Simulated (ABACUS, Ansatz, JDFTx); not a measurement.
**The equilibrium volume of Re, sorted by core time**

Symmetry: P6_3/mmc, No. 194, hexagonal system. The conventional cell has a = 2.761 Å, b = 2.761 Å, c = 4.458 Å, α = 90.00°, β = 90.00°, γ = 120.00°. Re (site symmetry -6m2) is surrounded by 12 Re at 2.74 to 2.76 Å.

| rung | level | program and potentials | cutoff (eV) | k mesh | smearing | core time | chip | equilibrium volume (Å³/atom) | notes |
| --- | --- | --- | --- | --- | --- | --- | --- | --- | --- |
| GGA | PBEsol | ABACUS, PseudoDojo NC SR 0.5 PBE standard, plane waves | 993 | 9 × 9 × 5 | fermi-dirac 0.05 | 52 s | AMD EPYC 9R45 Zen 5 | 14.58 | potentials made for PBE |
| GGA | PBE | Ansatz, all-electron LAPW, scalar-relativistic | - | 11 × 11 × 6 | fermi-dirac 0.05 | 52 s | Intel Xeon 6975P-C Granite Rapids | 14.96 | - |
| GGA + dispersion | PBEsol+D3(BJ) | Ansatz, all-electron LAPW, scalar-relativistic | - | 11 × 11 × 6 | fermi-dirac 0.05 | 61 s | Intel Xeon 6975P-C Granite Rapids | 14.27 | - |
| GGA | PBE | ABACUS, PseudoDojo NC SR 0.5 PBE stringent, plane waves | 993 | 9 × 9 × 5 | fermi-dirac 0.05 | 76 s | AMD EPYC 9R45 Zen 5 | (a) | - |
| GGA + dispersion | RPBE+D4 | Ansatz, all-electron LAPW, scalar-relativistic | - | 11 × 11 × 6 | fermi-dirac 0.05 | 79 s | Arm Neoverse V2 | 14.60 | - |
| GGA + dispersion | PBE+D4 | Ansatz, all-electron LAPW, scalar-relativistic | - | 11 × 11 × 6 | fermi-dirac 0.05 | 88 s | Arm Neoverse V1 | 14.67 | - |
| GGA + dispersion | BLYP+D3(BJ) | Ansatz, all-electron LAPW, scalar-relativistic | - | 11 × 11 × 6 | fermi-dirac 0.05 | 96 s | Arm Neoverse V1 | 14.78 | - |
| GGA + dispersion | revPBE+D3(BJ) | Ansatz, all-electron LAPW, scalar-relativistic | - | 11 × 11 × 6 | fermi-dirac 0.05 | 99 s | Arm Neoverse V1 | 14.54 | - |
| GGA | PBEsol | Ansatz, all-electron LAPW, scalar-relativistic | - | 11 × 11 × 6 | fermi-dirac 0.05 | 1.7 min | Arm Neoverse V1 | 14.56 | - |
| GGA + dispersion | BLYP+D4 | Ansatz, all-electron LAPW, scalar-relativistic | - | 11 × 11 × 6 | fermi-dirac 0.05 | 1.7 min | Arm Neoverse V1 | 14.93 | - |
| GGA + dispersion | PBEsol+D4 | Ansatz, all-electron LAPW, scalar-relativistic | - | 11 × 11 × 6 | fermi-dirac 0.05 | 1.8 min | Arm Neoverse V1 | (b) | - |
| LDA | LDA | Ansatz, all-electron LAPW, scalar-relativistic | - | 11 × 11 × 6 | fermi-dirac 0.05 | 1.8 min | Arm Neoverse V1 | 14.33 | - |
| GGA | RPBE | Ansatz, all-electron LAPW, scalar-relativistic | - | 11 × 11 × 6 | fermi-dirac 0.05 | 2 min | Arm Neoverse V1 | 15.12 | - |
| GGA | BLYP | Ansatz, all-electron LAPW, scalar-relativistic | - | 11 × 11 × 6 | fermi-dirac 0.05 | 2 min | Arm Neoverse V1 | 15.53 | - |
| GGA + dispersion | PBE+D3(BJ) | Ansatz, all-electron LAPW, scalar-relativistic | - | 11 × 11 × 6 | fermi-dirac 0.05 | 2 min | Intel Xeon Skylake/Cascade Lake | 14.67 | - |
| GGA | revPBE | Ansatz, all-electron LAPW, scalar-relativistic | - | 11 × 11 × 6 | fermi-dirac 0.05 | 2 min | Arm Neoverse V1 | (c) | - |
| GGA + dispersion | RPBE+D3(BJ) | Ansatz, all-electron LAPW, scalar-relativistic | - | 11 × 11 × 6 | fermi-dirac 0.05 | 3.5 min | Intel Xeon Skylake/Cascade Lake | 13.43 | - |
| GGA + dispersion | PBE+D2 | JDFTx, PseudoDojo-SR-PBE-0.5-standard | 980 | 11 × 11 × 6 | fermi-dirac 0.05 | 3.5 min | Intel Xeon Platinum 8488C Sapphire Rapids | 14.27 | - |

Times are single runs on shared hosts and different chips, so they are rough; meshes, cutoffs and the tasks' sizes weigh on the time. Task: relaxation of cell and atoms. All rows: no spin polarisation. Smearing widths are in eV. For a metal such meshes aren't converged. Meshes differ between rows, which moves values too. Meshes are those of the run's cell of 2 atoms unless a note names another. Relaxations start from the cell shown or near it and stop with a little pressure left. Runs on faulty files, with rough fits or with known faults for this quantity aren't shown. No row holds spin-orbit coupling.

**Question.** Estimate the values left out from the other rows.

**Answer.** (a) 14.95 Å³/atom; (b) 14.40 Å³/atom; (c) 15.07 Å³/atom.
